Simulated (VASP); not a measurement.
## MoS2: single point with PBE+U

MoS2:

```xyz
3
Lattice="0.0000 2.9960 2.9960 2.9960 0.0000 2.9960 2.9960 2.9960 0.0000" Properties=species:S:1:pos:R:3 pbc="T T T"
Mo    0.0000    0.0000    0.0000
S     1.4980    1.4980    1.4980
S     4.4939    4.4939    4.4939
```

Measurements of this composition are mostly on another form, of space group No. 194.

```json
{
  "Program": "VASP 6.6.1",
  "Task": "single point",
  "Functional": "PBE",
  "Potentials or basis": "VASP PAW PBE potentials, release 64 (Mo_sv, S)",
  "Cutoff": "520 eV",
  "k mesh": "6 × 6 × 6",
  "Occupations": "gaussian, width 0.05 eV",
  "Spin": "collinear spin, random start",
  "Starting moments": "[0.79, 0.0, 0.0] μB",
  "Hubbard terms": "Mo d U = 2 eV"
}
```

The pressure is 0.6 GPa. The band gap on the k mesh is none (metal or under the smearing width). The net moment is 1.94 μB per cell, the site moments are Mo +1.89; S -0.09 μB and the valence electrons inside the program's atomic spheres are Mo 12.08; S 3.71.

Levels at points of the mesh, in eV from the Fermi level:
Spin up:
```
           k point  band 10  band 11  band 12  band 13  band 14  band 15  band 16  band 17  band 18  band 19
(0.00, 0.00, 0.00)    -3.11    -3.11    -1.17    -1.17    -1.17     2.73     2.73     2.73     4.15     4.15
(0.50, 0.00, 0.00)    -3.56    -3.48    -3.48    -2.55    -2.55     0.13     2.33     2.33     6.16     7.48
(0.50, 0.50, 0.00)    -3.36    -3.36    -2.59    -2.44     0.17     0.23     2.32     2.32     4.18     6.67
```
Spin down:
```tsv
k point	band 9	band 10	band 11	band 12	band 13	band 14	band 15	band 16
(0.00, 0.00, 0.00)	-6.17	-1.23	-1.23	-1.23	-0.20	-0.20	3.55	3.55
(0.50, 0.00, 0.00)	-4.18	-3.58	-3.47	-3.47	0.09	0.09	1.15	3.58
(0.50, 0.50, 0.00)	-5.46	-2.73	-2.73	-0.25	0.12	0.98	1.28	2.73
```

Eigenvalues of the final occupation matrices:
```tsv
site	spin	trace	eigenvalues
site 1 d	1	2.78	0.39 0.39 0.39 0.80 0.80
site 1 d	2	0.95	0.06 0.06 0.28 0.28 0.28
```

Run time: 20 s on 1 thread of Intel(R) Xeon(R) 6975P-C (Granite Rapids) (shared host), peak memory 0.21 GiB.

The state reached can hang on the start; a lower one may exist.
